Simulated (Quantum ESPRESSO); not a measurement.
NiO under changes of volume

One of the cells (9.076 Å³/atom); the others are scaled copies at fixed shape and fractional positions:

```xyz
2
Lattice="0.0000 2.0859 2.0859 2.0859 0.0000 2.0859 2.0859 2.0859 0.0000" Properties=species:S:1:pos:R:3 pbc="T T T"
Ni    0.0000    0.0000    0.0000
O     2.0859    2.0859    2.0859
```

```yaml
Program: Quantum ESPRESSO 7.5
Functional: optB88-vdW
Potentials_or_basis: PseudoDojo 0.4.1 SR PBE standard
Cutoff: 1333 eV
Density_cutoff: 5333 eV
k_mesh: 9 × 9 × 9
Occupations: fermi-dirac, width 0.05 eV
Spin: collinear spin, ferromagnetic start
Starting_moments: "[1.0, 0.0] μB"
```

```tsv
volume (Å³/atom)	energy over the lowest point (meV/atom)	pressure (GPa)	moment (μB per cell)
8.531	30.47	13.9	1.36
8.713	17.61	10.0	1.52
8.894	6.73	6.7	1.68
9.076	?	?	?
9.257	0.00	-1.0	1.76
9.439	2.88	-4.2	1.80
9.620	78.72	-14.5	0.00
```

What does the run at 9.076 Å³/atom give?

Energy over the lowest point 1.06 meV/atom; pressure 2.7 GPa; moment 1.73 μB per cell.

The energies don't lie on one smooth curve, so no fit is given. The run at 9.620 Å³/atom lies farthest off; its moment of 0.00 μB against 1.36 to 1.80 μB shows that it ended in another magnetic state.

Energies are extrapolated to zero smearing.

Caveats: the potentials were made for another functional, which shifts forces and pressure; a cell with one magnetic atom can't hold antiferromagnetic order, which such compounds often take (some runs).
